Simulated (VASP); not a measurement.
Set up this calculation in VASP 6.6.1, as the native input.

```yaml
Task: density of states
Functional: vdW-DF2
Potentials_or_basis: VASP PAW PBE potentials, release 64 (Cd, S)
Cutoff: 520 eV
k_mesh: 8 × 8 × 8
Occupations: tetrahedron, width 0.05 eV
Spin: no spin polarisation
k_mesh_for_the_DOS: 12 × 12 × 12
Further_INCAR_settings: ALGO = Fast; EDIFF = 1e-06; NBANDS = 16
```

Crystal: CdS (Hawleyite).

```
Cd S
1.0
     0.00000    2.91650    2.91650
     2.91650    0.00000    2.91650
     2.91650    2.91650    0.00000
Cd S
1 1
Direct
  0.99795 0.00353 0.99223
  0.75207 0.77666 0.77343
```

The cell isn't the ideal one: atoms moved at random, drawn with an rms of 0.15 Å.

These files were run (other wordings do the same):

POSCAR

```
CdS
4.1246
    0.000000000000      0.707098870193      0.707098870193
    0.707098870193      0.000000000000      0.707098870193
    0.707098870193      0.707098870193      0.000000000000
Cd S
1 1
Direct
   -0.0020470000      0.0035300000     -0.0077670000
    0.7520700000      0.7766600000      0.7734250000
```

INCAR.step1

```
AGGAC    = 0.0          
ALGO     = Fast           # electronic algorithm
EDIFF    = 1E-6           # SCF threshold, eV
ENCUT    = 520            # plane-wave cutoff, eV
GGA      = ML             # functional
ISIF     = 2              # what is computed and relaxed
ISMEAR   = -5             # smearing method
LASPH    = T              # aspherical terms in the spheres
LCHARG   = T              # write CHGCAR
LREAL    = F              # projectors in reciprocal space
LUSE_VDW = T            
LWAVE    = F              # write WAVECAR
NBANDS   = 16             # bands
NELM     = 100            # most SCF steps
PREC     = Accurate       # precision mode
SIGMA    = 0.05           # smearing width, eV
ZAB_VDW  = -1.8867
```

KPOINTS.step1

```
k-points
0
Gamma
  8 8 8
```

INCAR.step2

```
AGGAC    = 0.0          
ALGO     = Fast           # electronic algorithm
EDIFF    = 1E-6           # SCF threshold, eV
ENCUT    = 520            # plane-wave cutoff, eV
GGA      = ML             # functional
ICHARG   = 11             # starting density
ISIF     = 2              # what is computed and relaxed
ISMEAR   = -5             # smearing method
LASPH    = T              # aspherical terms in the spheres
LCHARG   = F              # write CHGCAR
LORBIT   = 10             # projections on sites
LREAL    = F              # projectors in reciprocal space
LUSE_VDW = T            
LWAVE    = F              # write WAVECAR
NBANDS   = 16             # bands
NEDOS    = 2001           # points of the DOS
NELM     = 100            # most SCF steps
PREC     = Accurate       # precision mode
SIGMA    = 0.05           # smearing width, eV
ZAB_VDW  = -1.8867
```

KPOINTS.step2

```
k-points
0
Gamma
  12 12 12
```

Potentials or basis: VASP PAW PBE potentials, release 64 (Cd, S).

Run with:

```bash
$ cat potpaw_PBE.64/Cd/POTCAR potpaw_PBE.64/S/POTCAR > POTCAR
$ cp INCAR.step1 INCAR
$ cp KPOINTS.step1 KPOINTS
$ mpirun -np 1 vasp_std > vasp.out
$ cp INCAR.step2 INCAR
$ cp KPOINTS.step2 KPOINTS
$ mpirun -np 1 vasp_std > vasp.out
```

It gave:

The valence electrons inside the program's atomic spheres are Cd 10.34; S 3.79.

It took 5.8 min on 1 thread of Intel(R) Xeon(R) Platinum 8488C (Sapphire Rapids) (shared host), peak memory 0.92 GiB.
